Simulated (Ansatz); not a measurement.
# InPd: the cost of one run

Method: DFT PBEsol, scalar-relativistic, plane waves, PAW, in Ansatz 0.2.0.

6 further runs of the same task are left out: 1 that didn't finish, 5 set aside as unsound or not needed.

## 1. The structure to begin with

The structure is cubic, space group Pm-3m (No. 221). The conventional cell has a = 3.247 Å, b = 3.247 Å, c = 3.247 Å, α = 90.00°, β = 90.00°, γ = 90.00°. In (site symmetry m-3m) is surrounded by 8 Pd at 2.81 Å. Around Pd (site symmetry m-3m) lie 8 In at 2.81 Å.

Structure file:

```cif
data_structure
_symmetry_space_group_name_H-M 'P 1'
_symmetry_Int_Tables_number 1
_cell_length_a 3.2466
_cell_length_b 3.2466
_cell_length_c 3.2466
_cell_angle_alpha 90.000
_cell_angle_beta 90.000
_cell_angle_gamma 90.000
_cell_volume 34.22
loop_
_atom_site_label
_atom_site_type_symbol
_atom_site_fract_x
_atom_site_fract_y
_atom_site_fract_z
_atom_site_occupancy
In1 In 0.00000 0.00000 0.00000 1
Pd1 Pd 0.50000 0.50000 0.50000 1
```

It goes back to an entry of the Materials Project, which need not be the stable form.

It is the result of an earlier relaxation at this level (volume 17.11 Å³/atom; gap on the mesh: none (metal)).

## 2. What is varied

The energy is mapped over a normal mode and a strain (zone-centre modes of the cell shown) (x along [1 0 0], y along [0 1 0], z along [0 0 1] of the conventional cell).

The axes are (1) amplitude of mode 4 (145 cm⁻¹), largest displacement in the unstrained cell: 11 values from −0.087 Å; (2) strain +e along z and -e/2 along x and y: 7 values from −7.00 %.

Nothing else is relaxed (the pattern is fixed in fractional coordinates). Energies count from the relaxed high-symmetry cell. Points are written as (first, second).

The modes come from a phonon run on the reference cell, made beforehand.

The patterns, per unit of each coordinate (Å):

```tsv
atom	x1	y1	z1
In1	0.927	0.000	0.000
Pd2	-1.000	0.000	0.000
```

## 3. The run at (−0.087 Å, −7.00 %)

File input.yaml:

```yaml
crystal:
  lattice:
    - [3.3602606235, 0.0, 0.0]
    - [0.0, 3.3602606235, 0.0]
    - [0.0, 0.0, 3.0193646182]
  atoms:
    - { symbol: In, position: [-0.0248370446, 0.0, 0.0] }
    - { symbol: Pd, position: [0.5267970286, 0.5, 0.5] }
basis:
  ecutwfc: 420
kpoints:
  mp_grid: { grid: [14, 14, 14] }
hamiltonian:
  xc: pbesol
scf:
  occupations: { method: gaussian, width: 0.15 }
output:
  forces: true
  stress: true
  eigenvalues: true
```

Started as:

```sh
> ansatz run input.yaml --threads 1 --pin off --max-ram 2048MiB --backend cpu --events-out ev --progress --plain --runs-dir out
```

Q: Estimate wall time and peak memory on 1 thread of AMD EPYC 9R45 (Zen 5), shared host.

About 8.2 s, with a peak of 0.64 GiB.
